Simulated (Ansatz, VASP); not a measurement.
**Cu in VASP and in Ansatz**

```
Cu
1.0
     0.00000    1.78169    1.78169
     1.78169    0.00000    1.78169
     1.78169    1.78169    0.00000
Cu
1
Direct
  0.00000 0.00000 0.00000
```

Alike in both runs: functional PBEsol; k mesh 20 × 20 × 20; occupations gaussian, width 0.1 eV; no spin polarisation.

Ansatz relaxed the structure, and its values are those at the end. VASP's run is a single point on that final structure, the one shown.

|  | VASP | Ansatz |
| --- | --- | --- |
| version | VASP 6.6.1 | Ansatz 0.2.0 |
| potentials or method | VASP PAW PBE potentials, release 64 (Cu) | scalar-relativistic, plane waves, PAW |
| plane-wave cutoff (eV) | 520 | 420 |
| valence electrons in the cell | 11 | 19 |

|  | VASP | Ansatz | Ansatz less VASP |
| --- | --- | --- | --- |
| gap on the k mesh at the Fermi level (eV) | none | none | - |
| pressure (GPa) | 0.7 | 0.0 | -0.69 |

A gap of «none» marks a metal or a gap that the smearing closes. The functional is the same, so the differences come from potentials, cutoffs and numerics. The two sets of potentials don't hold the same shells in valence.

Caveats: the PAW data sets were made with another functional, which shifts forces and pressure a little (VASP).
